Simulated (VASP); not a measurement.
Here is the system:

```
BaSnO3
1.0
    4.09402     0.00000     0.00000
    0.00000     4.09402     0.00000
    0.00000     0.00000     4.09402
Ba Sn O
1 1 3
Direct
  0.00000   0.00000   0.00000
  0.50000   0.50000   0.50000
  0.50000   0.00000   0.50000
  0.00000   0.50000   0.50000
  0.50000   0.50000   0.00000
```

All values below come from SCAN meta-GGA, VASP's PBE PAW potentials (set 64) (plane waves; VASP). Settings: 520 eV cut-off, 6×6×6 Γ-centred mesh, Gaussian smearing of 0.050 eV, potentials Ba_sv Sn_d O.

**Question.** Give the stress tensor in GPa (positive for a compressed cell).

**Answer.** 
```
5.49  0.00  0.00
0.00  5.49  0.00
0.00  0.00  5.49
```
The pressure is its mean diagonal, 5.49 GPa.

The compound is BaSnO3 in the cubic perovskite structure. This cell is one point of a volume scan, at 0.97 of the reference volume.
